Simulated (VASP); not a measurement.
# CdS (Greenockite) (P6_3mc) in VASP: settings compared, part 2 of 4

VASP 6.6.1. Earlier steps stand in the parts before.

## (3) Relaxation of cell and atoms, LDA

This run uses another cell than the first one, of 24.03 Å³/atom, 0.957 times its volume.

Contents of INCAR:

```
SYSTEM = CdS
  ALGO = Normal
  EDIFF = 1E-7
  EDIFFG = -0.005
  ENCUT = 600
  IBRION = 2
  ISIF = 3
  ISMEAR = 0
  LASPH = .True.
  LCHARG = .False.
  LREAL = .False.
  LWAVE = .False.
  NELM = 80
  NSW = 90
  PREC = Accurate
  SIGMA = 0.03
```

Contents of KPOINTS:

```
k-points
0
Gamma
  9 9 4
  0 0 0
```

Contents of POSCAR:

```
CdS                                     
1.0
    4.0834517408     -0.0000000000     -0.0000000000
   -2.0417258704      3.5363729427     -0.0000000000
    0.0000000000      0.0000000000      6.6573692198
  Cd              S             
     2     2
Direct
     0.3333333332999970    0.6666666667000030    0.9995748275773383
     0.6666666667000030    0.3333333332999970    0.4995748275773383
     0.3333333332999970    0.6666666667000030    0.3754251724226617
     0.6666666667000030    0.3333333332999970    0.8754251724226617
```

Potentials or basis: VASP PAW LDA potentials, release 64 (Cd, S).

On the command line:

```
$ cat potpaw_LDA.64/Cd/POTCAR potpaw_LDA.64/S/POTCAR > POTCAR
$ mpirun -np 1 vasp_std > vasp.out
```

OUTCAR:

```text
SYSTEM = CdS
   EDIFF = 1E-7
   EDIFFG = -0.005
   ENCUT = 600
   IBRION = 2
   ISIF = 3
   ISMEAR = 0
   LASPH = .True.
   LREAL = .False.
   NELM = 80
   NSW = 90
   PREC = Accurate

 ion  position               nearest neighbor table
   1  0.333  0.667  1.000-   4 2.50   4 2.50   4 2.50   3 2.50
   2  0.667  0.333  0.500-   3 2.50   3 2.50   3 2.50   4 2.50
   3  0.333  0.667  0.375-   2 2.50   2 2.50   2 2.50   1 2.50
   4  0.667  0.333  0.875-   1 2.50   1 2.50   1 2.50   2 2.50

  LATTYP: Found a hexagonal cell.
 ALAT       =     4.0834517408
 C/A-ratio  =     1.6303288596

  Lattice vectors:

 A1 = (   4.0834517408,   0.0000000000,   0.0000000000)
 A2 = (  -2.0417258704,   3.5363729427,   0.0000000000)
 A3 = (   0.0000000000,   0.0000000000,   6.6573692198)

Analysis of symmetry for initial positions (statically):
=====================================================================
 Subroutine PRICEL returns:
 Original cell was already a primitive cell.

 Routine SETGRP: Setting up the symmetry group for a
 hexagonal supercell.

 Subroutine GETGRP returns: Found 12 space group operations
 (whereof  6 operations were pure point group operations)
 out of a pool of 24 trial point group operations.

The static configuration has the point symmetry C_3v.
 The point group associated with its full space group is C_6v.

Analysis of symmetry for dynamics (positions and initial velocities):
=====================================================================
 Subroutine PRICEL returns:
 Original cell was already a primitive cell.

 Routine SETGRP: Setting up the symmetry group for a
 hexagonal supercell.

 Subroutine GETGRP returns: Found 12 space group operations
 (whereof  6 operations were pure point group operations)
 out of a pool of 24 trial point group operations.

The dynamic configuration has the point symmetry C_3v.
 The point group associated with its full space group is C_6v.

 Subroutine INISYM returns: Found 12 space group operations
 (whereof  6 operations are pure point group operations),
 and found     1 'primitive' translations

----------------------------------------------------------------------------------------

                                     Primitive cell

  volume of cell :      96.1365

  direct lattice vectors                    reciprocal lattice vectors
     4.083451741  0.000000000  0.000000000     0.244890858  0.141387803  0.000000000
    -2.041725870  3.536372943  0.000000000     0.000000000  0.282775605  0.000000000
     0.000000000  0.000000000  6.657369220     0.000000000  0.000000000  0.150209485

  length of vectors
     4.083451741  4.083451741  6.657369220     0.282775605  0.282775605  0.150209485

  position of ions in fractional coordinates (direct lattice)
     0.333333333  0.666666667  0.999574828
     0.666666667  0.333333333  0.499574828
     0.333333333  0.666666667  0.375425172
     0.666666667  0.333333333  0.875425172

  ion indices of the primitive-cell ions
   primitive index   ion index
                 1           1
                 2           2
                 3           3
                 4           4

[... 30 lines left out ...]
  0.222222  0.000000  0.000000      6.000000
  0.333333  0.000000  0.000000      6.000000
  0.444444  0.000000  0.000000      6.000000
  0.111111  0.111111  0.000000      6.000000
[... 16 lines left out ...]
  0.333333  0.222222  0.250000     24.000000
  0.333333  0.333333  0.250000      4.000000
 [... further k-points ...]
   k-points           NKPTS =     36   k-points in BZ     NKDIM =     36   number of bands    NBANDS=     22
   number of dos      NEDOS =    301   number of ions     NIONS =      4
   total plane-waves  NPLWV =  69984
   dimension x,y,z NGX =    36 NGY =   36 NGZ =   54
   dimension x,y,z NGXF=    72 NGYF=   72 NGZF=  108
   ions per type =               2   2
   NGX,Y,Z   is equivalent  to a cutoff of  14.66, 14.66, 13.48 a.u.
   NGXF,Y,Z  is equivalent  to a cutoff of  29.31, 29.31, 26.97 a.u.
 SYSTEM =  CdS
   PREC   = accura    normal or accurate (medium, high low for compatibility)
   ISTART =      0    job   : 0-new  1-cont  2-samecut
   ICHARG =      2    charge: 1-file 2-atom 10-const
   ISPIN  =      1    spin polarized calculation?
   LNONCOLLINEAR =      F non collinear calculations
   LSORBIT =      F    spin-orbit coupling
   LASPH  =      T    aspherical Exc in radial PAW
   ENCUT  =  600.0 eV  44.10 Ry    6.64 a.u.   8.16  8.16 13.30*2*pi/ulx,y,z
   NELM   =     80;   NELMIN=  2; NELMDL= -5     # of ELM steps
   EDIFF  = 0.1E-06   stopping-criterion for ELM
   LREAL  =      F    real-space projection
   EDIFFG = -.5E-02   stopping-criterion for IOM
   NSW    =     90    number of steps for IOM
   IBRION =      2    ionic relax: 0-MD 1-quasi-New 2-CG
   NFREE  =      1    steps in history (QN), initial steepest desc. (CG)
   ISIF   =      3    stress and relaxation
   ISYM   =      2    0-nonsym 1-usesym 2-fastsym
   POTIM  = 0.5000    time-step for ionic-motion
   TEBEG  =    0.0;   TEEND  =   0.0 temperature during run
   PSTRESS=    0.0 pullay stress
   NELECT =      36.0000    total number of electrons
   NUPDOWN=      -1.0000    fix difference up-down
   EMIN   =  10.00;   EMAX   =-10.00  energy-range for DOS
   EFERMI =   0.00;   METHOD = LEGACY
   ISMEAR =     0;   SIGMA  =   0.03  broadening in eV -4-tet -1-fermi 0-gaus
   EFERMI_NEDOS =   21; number of points for ismear=-14 and -15
   IALGO  =     38    algorithm
   IMIX   =      4    mixing-type and parameters
     AMIX     =   0.40;   BMIX     =  1.00
     AMIX_MAG =   1.60;   BMIX_MAG =  1.00
  volume/ion in A,a.u.               =      24.03       162.19
  Fermi-wavevector in a.u.,A,eV,Ry     =   1.179994  2.229864 18.944544  1.392385
  Thomas-Fermi vector in A             =   2.316294
   LORBIT       =      0    0 simple, 1 ext, 2 COOP (PROOUT), +10 PAW based schemes
   GGA     = CA    functional components
   LHFCALC =     F    Hartree Fock is set to
   AEXX    =    0.0000 exact exchange contribution
   IVDW    =     0    specifies the selected vdW correction
   LEPSILON=     F    determine dielectric tensor
   LRPA    =     F    only Hartree local field effects (RPA)
 conjugate gradient relaxation of ions
 non-spin polarized calculation
 Gauss-broadening in eV      SIGMA  =   0.03
  energy-cutoff  :      600.00
  volume of cell :       96.14
 maximum number of plane-waves:      3230
 NGX is ok and might be reduce to    36
   NGX = 17   NGY = 17   NGZ = 27

 number of electron      35.9999997 magnetization

 Free energy of the ion-electron system (eV)
  ---------------------------------------------------
  ext. energy  EPLUGINS =         0.00000000
  ---------------------------------------------------
  free energy    TOTEN  =       -14.81891810 eV

  energy without entropy =      -14.81891810  energy(sigma->0) =      -14.81891810

 E-fermi :   1.5631     XC(G=0):  -9.7250

 val. band max:        1.4106897637   @ k =   0.0000   0.0000   0.0000
 cond. band min:       2.4482162294   @ k =   0.0000   0.0000   0.0000
 fundamental gap:      1.0375264657
 Fermi energy:         1.5630788243

 k-point     1 :       0.0000    0.0000    0.0000
  band No.  band energies     occupation
      1     -11.1537      2.00000
      2     -10.6733      2.00000
      3      -6.4782      2.00000
      4      -6.4662      2.00000
      5      -6.4662      2.00000
      6      -6.3739      2.00000
[... 589 lines left out ...]
     21       6.2078      0.00000
     22       8.0664      0.00000

 [... further k-points ...]

------------------------ aborting loop because EDIFF is reached ----------------------------------------

  FORCE on cell =-STRESS in cart. coord.  units (eV):
  Direction    XX          YY          ZZ          XY          YZ          ZX
  --------------------------------------------------------------------------------------
  -------------------------------------------------------------------------------------
  Total       -0.0123300     -0.0123300     -0.0070200      0.0000000      0.0000000      0.0000000
  in kB       -0.2054872     -0.2054872     -0.1169928      0.0000000      0.0000000      0.0000000
  external PRESSURE =      -0.1759891 kB  Pullay stress =       0.0000000 kB

 VOLUME and BASIS-vectors are now :
 -----------------------------------------------------------------------------
  energy-cutoff  :      600.00
  volume of cell :       96.14
      direct lattice vectors                 reciprocal lattice vectors
     4.083451741  0.000000000  0.000000000     0.244890858  0.141387803  0.000000000
    -2.041725870  3.536372943  0.000000000     0.000000000  0.282775605  0.000000000
     0.000000000  0.000000000  6.657369220     0.000000000  0.000000000  0.150209485

 POSITION                                       TOTAL-FORCE (eV/Angst)
 -----------------------------------------------------------------------------------
     -0.00000      2.35758      6.65454        -0.000000      0.000000     -0.003884
      2.04173      1.17879      3.32585         0.000000      0.000000     -0.003884
     -0.00000      2.35758      2.49934        -0.000000      0.000000      0.003884
      2.04173      1.17879      5.82803         0.000000     -0.000000      0.003884
 -----------------------------------------------------------------------------------
    total drift:                               -0.000000      0.000000      0.000255

  FREE ENERGIE OF THE ION-ELECTRON SYSTEM (eV)
  ---------------------------------------------------
  free  energy   TOTEN  =       -14.8189180953 eV

  energy  without entropy=      -14.8189180953  energy(sigma->0) =      -14.81891810

 reached required accuracy - stopping structural energy minimisation
```

Run time: 59 s. Hardware: 1 thread of Intel Xeon 6975P-C (Granite Rapids), shared host; peak memory 0.24 GiB.

What came out:

- Free energy: -14.8189 eV
- Pressure after relaxing: 0.0 GPa
- Largest force after relaxing: 0.004 eV/Å
- Band gap on the k mesh: 1.04 eV, direct

Forces on the atoms (eV/Å):
```
Cd   0.000  0.000 -0.004
Cd   0.000  0.000 -0.004
S    0.000  0.000  0.004
S    0.000  0.000  0.004
```

Final structure:
```
Cd S
1.0
     4.08345    0.00000    0.00000
    -2.04173    3.53637    0.00000
     0.00000    0.00000    6.65737
Cd S
2 2
Direct
  0.33333 0.66667 0.99957
  0.66667 0.33333 0.49957
  0.33333 0.66667 0.37543
  0.66667 0.33333 0.87543
```

Caveat: the relaxation stopped at its first step, so nothing moved. LDA gaps usually lie below the measured ones, often by a third to a half.

[end of part 2 of 4]
